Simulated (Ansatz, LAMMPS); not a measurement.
**Amorphous SiO2 (96 atoms): geometry optimisation**

Aim: bring amorphous SiO2 (96 atoms) to a nearby minimum of the energy and see what moves.

Method: Kohn-Sham DFT, PBE, PAW (set soft_2), plane waves, in Ansatz 0.2.0.

**Experiments to compare with.** A silica glass plate was measured by high-energy x-ray diffraction at 20 K and the Si-O distance was taken from the first PDF peak (“Polyhedral units and network connectivity in calcium aluminosilicate glasses from high-energy x-ray diffraction”, 2000, arxiv:cond-mat/0007490): nearest Si–O distance 1.61 Å; number of O about Si 4. The nearest silicon-silicon distance in amorphous silica was obtained by fitting a symmetric peak to the measured radial distribution (as quoted in “New insights into the origin of the first sharp diffraction peak in amorphous silica from an analysis of chemical and radial ordering”, 2024, arxiv:2403.10632): nearest Si–Si distance 3.08 Å; nearest O–O distance 2.63 Å. The mean Si-O-Si angle was obtained by reanalysing earlier high-energy photon diffraction data in combination with published neutron diffraction data on silica glass (“Bond angle distribution in amorphous germania and silica”, 1996, arxiv:chem-ph/9603004): Si–O–Si angle 148.3 °.

Report form: the programs' logs are mostly left out.

## 1. The starting structure

The cell holds 96 atoms: 32 Si and 64 O. Cell: a = 11.322 Å, b = 11.322 Å, c = 11.322 Å, α = 90.0°, β = 90.0°, γ = 90.0°. 96 atoms (32 Si, 64 O) placed at random at 2.2 g/cm³, melted at 5000 K for 10 ps at fixed volume with the Vashishta potential (Vashishta, Kalia, Rino and Ebbsjo, Phys. Rev. B 41, 12197 (1990)). Quenched from 5000 K to 300 K at 50 K/ps and fixed volume, held 5 ps, then minimised at fixed cell. The density is one point of a scan and needn't be that of the real material.

Before any run, some limits are plain. The quench rate of 50 K/ps is many orders above laboratory rates, so the cell is likely richer in defects and strain than a real sample. The network of bonds at the start is that of the classical potential that made the cell. Only the Γ point is sampled in the main run, in a cell whose shortest periodic width is 11 Å.

## 2. Making the structure

A classical potential supplies the starting structure, since it reaches far longer times than DFT.

This step: classical MD, Vashishta potential (Vashishta, Kalia, Rino and Ebbsjo, Phys. Rev. B 41, 12197 (1990)) (LAMMPS 22 Jul 2025 - Update 4).

Input file in.lmp:

```
# melt-quench of Si32O64
units metal
atom_style atomic
boundary p p p
region box block 0 11.3216 0 11.3216 0 11.3216
create_box 2 box
mass 1 28.0850   # Si
mass 2 15.9990   # O
create_atoms 1 random 32 4104 NULL overlap 1.4 maxtry 2000
create_atoms 2 random 64 4111 NULL overlap 1.4 maxtry 2000
pair_style vashishta/table 100000 0.2
pair_coeff * * SiO.1990.vashishta Si O
neigh_modify delay 0 every 1 check yes
thermo_style custom step time temp pe press density
thermo_modify norm yes
timestep 0.001
thermo 100
min_style cg
minimize 1e-4 1e-4 200 2000
reset_timestep 0
velocity all create 5000 4105 mom yes dist gaussian
fix lim all nve/limit 0.05
fix lan all langevin 5000 5000 0.1 4106 zero yes
thermo 500
run 1000 post no
unfix lim
unfix lan
thermo 1666
fix md all nvt temp 5000 5000 0.1
run 10000 post no
unfix md
thermo 9400
fix md all nvt temp 5000 300 0.1
run 94000 post no
unfix md
thermo 2500
fix md all nvt temp 300 300 0.1
run 5000 post no
unfix md
thermo 100
min_style cg
minimize 0 1e-3 2000 20000
write_dump all custom glass.dump id type xs ys zs modify sort id
```

Started as:

```console
lmp -in in.lmp -log none -nocite
```

It took 1.8 min on 1 thread of Arm Neoverse V1, shared host; peak memory 0.072 GiB.

## 3. Single point at the start

A single point comes first, to see the forces before anything moves.

Input file input.yaml:

```yaml
crystal:
  lattice:
    - [11.3216, 0.0, 0.0]
    - [0.0, 11.3216, 0.0]
    - [0.0, 0.0, 11.3216]
  atoms:
    - { symbol: Si, position: [0.95778, 0.72961, 0.27634] }
    - { symbol: Si, position: [0.11577, 0.26539, 0.05828] }
    - { symbol: Si, position: [0.89087, 0.08602, 0.50736] }
    - { symbol: Si, position: [0.68892, 0.77987, 0.21924] }
    - { symbol: Si, position: [0.31332, 0.8713, 0.3483] }
    - { symbol: Si, position: [0.09763, 0.03645, 0.32958] }
    - { symbol: Si, position: [0.11456, 0.99228, 0.06719] }
    - { symbol: Si, position: [0.6294, 0.04945, 0.54604] }
    - { symbol: Si, position: [0.46812, 0.30976, 0.97192] }
    - { symbol: Si, position: [0.91048, 0.93047, 0.88719] }
    - { symbol: Si, position: [0.19654, 0.7415, 0.13647] }
    - { symbol: Si, position: [0.6132, 0.25923, 0.20835] }
    - { symbol: Si, position: [0.47352, 0.80395, 0.82302] }
    - { symbol: Si, position: [0.49358, 0.04712, 0.94798] }
    - { symbol: Si, position: [0.43913, 0.40796, 0.34354] }
    - { symbol: Si, position: [0.91532, 0.82195, 0.51495] }
    - { symbol: Si, position: [0.71108, 0.74987, 0.95984] }
    - { symbol: Si, position: [0.09281, 0.4265, 0.83465] }
    - { symbol: Si, position: [0.7138, 0.09482, 0.79378] }
    - { symbol: Si, position: [0.08815, 0.80836, 0.70689] }
    - { symbol: Si, position: [0.52835, 0.00149, 0.22064] }
    - { symbol: Si, position: [0.48696, 0.82925, 0.54398] }
    - { symbol: Si, position: [0.69519, 0.65646, 0.45673] }
    - { symbol: Si, position: [0.89284, 0.48699, 0.39032] }
    - { symbol: Si, position: [0.29297, 0.61696, 0.77241] }
    - { symbol: Si, position: [0.29013, 0.46926, 0.1174] }
    - { symbol: Si, position: [0.84223, 0.50095, 0.92556] }
    - { symbol: Si, position: [0.50303, 0.52887, 0.58967] }
    - { symbol: Si, position: [0.8658, 0.33436, 0.15379] }
    - { symbol: Si, position: [0.22786, 0.25147, 0.40634] }
    - { symbol: Si, position: [0.65003, 0.36778, 0.77019] }
    - { symbol: Si, position: [0.0233, 0.32066, 0.57719] }
    - { symbol: O, position: [0.79006, 0.75051, 0.50974] }
    - { symbol: O, position: [0.94417, 0.1996, 0.57943] }
    - { symbol: O, position: [0.45176, 0.48394, 0.46325] }
    - { symbol: O, position: [0.95582, 0.42217, 0.50112] }
    - { symbol: O, position: [0.80203, 0.86082, 0.95267] }
    - { symbol: O, position: [0.5657, 0.13389, 0.25488] }
    - { symbol: O, position: [0.0607, 0.72572, 0.17852] }
    - { symbol: O, position: [0.76047, 0.4438, 0.82226] }
    - { symbol: O, position: [0.59126, 0.43302, 0.65355] }
    - { symbol: O, position: [0.8991, 0.95473, 0.5633] }
    - { symbol: O, position: [0.44342, 0.93426, 0.87512] }
    - { symbol: O, position: [0.98954, 0.83628, 0.81086] }
    - { symbol: O, position: [0.64774, 0.74088, 0.0884] }
    - { symbol: O, position: [0.70405, 0.23439, 0.75719] }
    - { symbol: O, position: [0.14984, 0.29573, 0.51135] }
    - { symbol: O, position: [0.54296, 0.36529, 0.86436] }
    - { symbol: O, position: [0.19551, 0.94527, 0.38515] }
    - { symbol: O, position: [0.83105, 0.75869, 0.21721] }
    - { symbol: O, position: [0.00823, 0.75809, 0.59936] }
    - { symbol: O, position: [0.49197, 0.00334, 0.08324] }
    - { symbol: O, position: [0.58629, 0.64134, 0.54949] }
    - { symbol: O, position: [0.38748, 0.56462, 0.67116] }
    - { symbol: O, position: [0.62859, 0.07271, 0.90658] }
    - { symbol: O, position: [0.96172, 0.60308, 0.34401] }
    - { symbol: O, position: [0.75368, 0.25236, 0.18528] }
    - { symbol: O, position: [0.5227, 0.14074, 0.54021] }
    - { symbol: O, position: [0.89541, 0.39907, 0.27797] }
    - { symbol: O, position: [0.79204, 0.63355, 0.94224] }
    - { symbol: O, position: [0.11437, 0.31684, 0.92475] }
    - { symbol: O, position: [0.58184, 0.921, 0.50054] }
    - { symbol: O, position: [0.38013, 0.69839, 0.85512] }
    - { symbol: O, position: [0.05255, 0.37241, 0.70764] }
    - { symbol: O, position: [0.74961, 0.09861, 0.48337] }
    - { symbol: O, position: [0.76367, 0.53378, 0.43067] }
    - { symbol: O, position: [0.19007, 0.70804, 0.72895] }
    - { symbol: O, position: [0.00239, 0.98648, 0.98044] }
    - { symbol: O, position: [0.24035, 0.60606, 0.09047] }
    - { symbol: O, position: [0.64365, 0.70302, 0.3313] }
    - { symbol: O, position: [0.96796, 0.82258, 0.38287] }
    - { symbol: O, position: [0.18666, 0.36807, 0.13504] }
    - { symbol: O, position: [0.1933, 0.86739, 0.05744] }
    - { symbol: O, position: [0.3714, 0.40747, 0.01522] }
    - { symbol: O, position: [0.15251, 0.92952, 0.6744] }
    - { symbol: O, position: [0.66124, 0.02406, 0.68317] }
    - { symbol: O, position: [0.98089, 0.2621, 0.10855] }
    - { symbol: O, position: [0.27768, 0.77361, 0.25016] }
    [... 12 atom lines left out ...]
    - { symbol: O, position: [0.46725, 0.8183, 0.68037] }
    - { symbol: O, position: [0.64036, 0.913, 0.2377] }
    - { symbol: O, position: [0.55652, 0.29051, 0.08161] }
    - { symbol: O, position: [0.97496, 0.07665, 0.39212] }
    - { symbol: O, position: [0.17123, 0.15931, 0.32204] }
    - { symbol: O, position: [0.06705, 0.98852, 0.20084] }
kpoints:
  mp_grid: { grid: [1, 1, 1] }
hamiltonian:
  xc: pbe
scf:
  occupations: { method: fermi_dirac, width: 0.025 }
output:
  forces: true
```

Started as:

```console
ansatz run input.yaml --threads 4 --pin off --max-ram 8192MiB --backend cpu --events-out ev --progress --plain --runs-dir out
```

The job ended after 16 s (4 threads of Arm Neoverse V1, shared host; peak memory 1.7 GiB).

Numbers from this run:

- free energy: -56754.3659 eV
- free energy per atom: -591.1913 eV/atom
- SCF cycles: 12
- r.m.s. force component: 0.7058 eV/Å
- longest force: 4.761 eV/Å
- Fermi energy: 4.867 eV

The r.m.s. force component of 0.71 eV/Å sets the starting point.

Neighbours are counted within 2.08 Å (O-Si).

Length of the force by element and coordination:

```tsv
element	coordination	atoms	mean length of the force (eV/Å)	spread	least	most
O	all	64	0.790	0.509	0.115	2.57
O	1	2	0.829	0.0945	0.735	0.924
O	2	62	0.788	0.516	0.115	2.57
Si	all	32	1.25	1.08	0.179	4.76
Si	3	2	0.864	0.415	0.448	1.28
Si	4	30	1.28	1.10	0.179	4.76
```

## 4. Relaxation

With the cell held, the atoms are moved downhill towards a nearby minimum.

Changes to input.yaml since step 3:

```diff
@@ -15 +15,4 @@
   forces: true
+relax:
+  f_tol: 0.04
+  max_steps: 250
```

Run time: 100 s. Hardware: 4 threads; peak memory 1.7 GiB; 6.4 min of CPU time.

Relaxation path:

```tsv
step	energy less that of the first step (eV)	largest force component (eV/Å)
1	0.0000	4.1088
2	-1.0775	3.0868
3	-2.1356	1.7485
4	-2.4755	0.3407
5	-2.5569	0.2598
6	-2.5767	0.1789
7	-2.5870	0.0810
8	-2.5887	0.0742
9	-2.5966	0.0277
```

The atoms that moved most (Å):

```tsv
atom	dx	dy	dz	length
O95	0.271	-0.280	0.109	0.405
O75	-0.077	0.157	-0.353	0.394
Si6	0.094	-0.250	0.176	0.320
O49	0.113	-0.283	0.047	0.308
O94	0.202	-0.073	0.221	0.308
O53	-0.123	0.251	-0.070	0.288
O78	0.251	-0.126	-0.060	0.287
O58	-0.073	-0.095	-0.253	0.279
```

The relaxation changed the energy by -27.0 meV/atom, and atoms moved by 0.17 Å r.m.s., 0.41 Å at most.

## 5. Local order after relaxation

Bonds before and after, by the cutoffs listed below:

```tsv
pair	bonds before	bonds after	mean before (Å)	mean after (Å)	spread before (Å)	spread after (Å)
O-Si	126	127	1.625	1.640	0.022	0.041
```

Density 2.2 g/cm³, 15.12 Å³ an atom.

g(r), total and by pair (bins of 0.2 Å):

```tsv
r (Å)	total	O-O	O-Si	Si-Si
1.50	0.51	0.00	1.14	0.00
1.70	5.34	0.00	12.01	0.00
1.90	0.07	0.00	0.17	0.00
2.10	0.00	0.00	0.00	0.00
2.30	0.00	0.00	0.00	0.00
2.50	0.52	1.11	0.04	0.00
2.70	2.65	5.92	0.00	0.15
2.90	0.42	0.71	0.03	0.78
3.10	0.84	0.41	0.15	5.33
3.30	0.68	0.52	0.72	1.19
3.50	0.52	0.46	0.69	0.09
3.70	1.04	0.51	1.77	0.25
3.90	0.95	0.48	1.63	0.15
4.10	1.29	0.82	1.96	0.54
4.30	1.18	0.88	1.51	1.04
4.50	0.97	1.10	0.81	1.06
4.70	0.83	1.09	0.59	0.71
4.90	1.11	1.56	0.57	1.50
5.10	1.23	1.71	0.75	1.29
5.30	1.06	1.25	0.78	1.37
5.50	1.00	0.86	1.09	1.20
```

Bonds by pair of elements; cutoffs follow the first minimum of g(r), held within bounds set by covalent radii, and pairs that aren't listed don't count as bonded:

```tsv
pair A-B	cutoff (Å)	bonds	mean length (Å)	spread (Å)	shortest (Å)	B about A	A about B
O-Si	2.16	127	1.64	0.041	1.55	1.98	3.97
```

How many atoms have how many bonded neighbours:

```tsv
element	mean	1	2	3	4
O	1.98	2	61	1	0
Si	3.97	0	0	1	31
```

Bond angles, per cent of each kind in bins of 5°:

```tsv
angle (°)	O-Si-O	Si-O-Si
95–100	3.2	0.0
100–105	15.9	0.0
105–110	37.0	0.0
110–115	29.1	3.1
115–120	11.1	1.6
120–125	2.6	3.1
125–130	0.5	4.7
130–135	0.5	12.5
135–140	0.0	9.4
140–145	0.0	10.9
145–150	0.0	14.1
150–155	0.0	12.5
155–160	0.0	14.1
160–165	0.0	6.2
165–170	0.0	4.7
170–175	0.0	0.0
175–180	0.0	3.1
```

Bond angles (no mean is given where the spread exceeds 20°):

```tsv
angle	count	mean (°)	spread (°)
O-Si-O	189	110	5.4
Si-O-Si	64	146	14.2
```

Oxygen atoms by the number of network formers (Si, P, Ge, B, Al, As, Ga) bound to them:

```tsv
network formers bound to O	O atoms	per cent
0	0	0
1	2	3.1
2	61	95.3
3	1	1.6
```

Network units: each former by its oxygen neighbours and how many of them bridge to another former:

```tsv
former	O neighbours	bridging O	atoms
Si	3	3	1
Si	4	3	2
Si	4	4	29
```

Bond length by coordination (bonds to H left out):

```tsv
element	coordination	atoms	mean bond length (Å)
O	1	2	1.55
O	2	61	1.64
O	3	1	1.81
Si	3	1	1.56
Si	4	31	1.64
```

Rings of the network by King's shortest-path rule, up to 12 atoms, one path for each pair of neighbours; H, halogens, alkali and alkaline-earth atoms are left out, and the last column divides by all other atoms, bonded or not:

```tsv
ring size (atoms)	rings	per network atom
8	10	0.104
10	6	0.062
12	18	0.188
```

For some of the pairs, g(r) has its first main peak near 2.7 Å (O-O), 1.6 Å (O-Si) and 3.1 Å (Si-Si). Counting bonds as in the table, 95 % of O atoms have 2 and 97 % of Si atoms have 4 bonded neighbours. The O-Si-O angle averages 110° with a spread of 5°. 95 % of the oxygens bridge two formers (Si) and 3 % are non-bridging; 2 % join three. The commonest Si unit has 4 oxygens, 4 of them shared with other formers (29 of 32 atoms). Rings of 12 atoms are the most common (53 % of those counted); sizes run from 8 to 12, where the search stops.

(Continued in part 2 of 3.)

[Logs are printed without paths, hosts, clocks, repeated set-up lines and the standing remarks that a program may print on its own settings, such as how far it seeks lower states.]

[Hosts, paths, dates, database ids (printed as entryN), source tags and the programs' standing remarks are cut or masked in the printed files.]
